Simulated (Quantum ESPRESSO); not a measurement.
The system is TiAl.

```
Ti Al
1.0
     3.17906    0.00000    0.00000
     0.00000    3.17906    0.00000
     0.00000    0.00000    3.17906
Ti Al
1 1
Direct
  0.00000 0.00000 0.00000
  0.50000 0.50000 0.50000
```

The cell comes from a database or a generator and needn't be the stable form of this composition.

```yaml
Program: Quantum ESPRESSO 7.5
Task: phonons and electron-phonon coupling
Functional: PBEsol
Potentials_or_basis: GBRV 1.5 PBEsol
Cutoff: 612 eV
Density_cutoff: 4898 eV
k_mesh: 6 × 6 × 6
Occupations: methfessel-paxton, width 0.272 eV
Spin: no spin polarisation
Mixing_beta: 0.5
Most_SCF_iterations: 120
SCF_threshold: 4e-10 Ry
q_mesh: 3 × 3 × 3
```

The cell and the atoms were relaxed first, to 15.67 Å³/atom (a = 3.153 Å, b = 3.153 Å, c = 3.153 Å, α = 90.00°, β = 90.00°, γ = 90.00°), and the response was taken there.

Question: Is this structure dynamically stable at this level, and how far does the spectrum reach?

Answer: No: the interpolated spectrum has imaginary modes, down to 97i cm⁻¹ near q = (0.39, 0.39, 0.00). The highest frequency is 354 cm⁻¹.

Phonon frequencies at the corners of the path (cm⁻¹, interpolated; i marks imaginary ones):
| point | frequencies |
| --- | --- |
| Γ | 0 0 0 323 323 323 |
| X | 203 203 223 266 266 266 |
| M | 97i 97i 219 283 354 354 |
| R | 216 216 216 255 255 255 |

Phonon states per cell in windows of 25 cm⁻¹ (negative: imaginary):
```
from (cm⁻¹)  total    Ti    Al
       -100   0.05  0.03  0.02
        -75   0.14  0.08  0.05
        -50   0.13  0.08  0.05
        -25   0.11  0.07  0.04
          0   0.11  0.07  0.04
         25   0.12  0.08  0.04
         50   0.14  0.09  0.05
         75   0.23  0.15  0.08
        100   0.29  0.19  0.10
        125   0.42  0.29  0.14
        150   0.28  0.20  0.07
        175   0.52  0.44  0.08
        200   0.46  0.42  0.03
        225   0.00  0.00  0.00
        250   0.24  0.02  0.22
        275   0.95  0.14  0.81
        300   0.89  0.30  0.59
        325   0.92  0.34  0.58
        350   0.01  0.01  0.01
```

Caveat: the k mesh is coarse; the mesh is thin for the phonons of a metal; some modes are imaginary; the interpolated spectrum has imaginary branches, which spoil the λ, ω_log and α²F that the log prints; λ from interpolated matrix elements is rough: modes that symmetry makes equal can differ by tens of percent.
